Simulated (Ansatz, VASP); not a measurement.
# One calculation of Si, two programs

```
CELL_PARAMETERS angstrom
3.86854 0.00000 0.00000
-1.93427 3.35025 0.00000
0.00000 0.00000 19.94830
ATOMIC_POSITIONS crystal
Si 0.16667 0.33333 0.40351
Si 0.50000 0.00000 0.43665
Si 0.50000 0.00000 0.56335
Si 0.83333 0.66667 0.59649
```

Alike in both runs: task single point; functional PBE; k mesh 9 × 9 × 1; occupations fermi-dirac, width 0.02 eV; no spin polarisation.

|  | VASP | Ansatz |
| --- | --- | --- |
| version | VASP 6.6.1 | Ansatz 0.2.0 |
| potentials or method | VASP PAW PBE potentials, release 64 (Si) | PAW with Ansatz's default frozen-core files, scalar-relativistic |
| plane-wave cutoff (eV) | 520 | 420 |
| valence electrons in the cell | 16 | 16 |

Ansatz gave:

| Quantity | Value |
| --- | --- |
| rms of the force components (eV/Å) | 0.002 |

**Question.** Which values does VASP return?

**Answer.** rms of the force components (eV/Å): 0.005.

Atom by atom the forces differ by 0.004 eV/Å (rms over components).
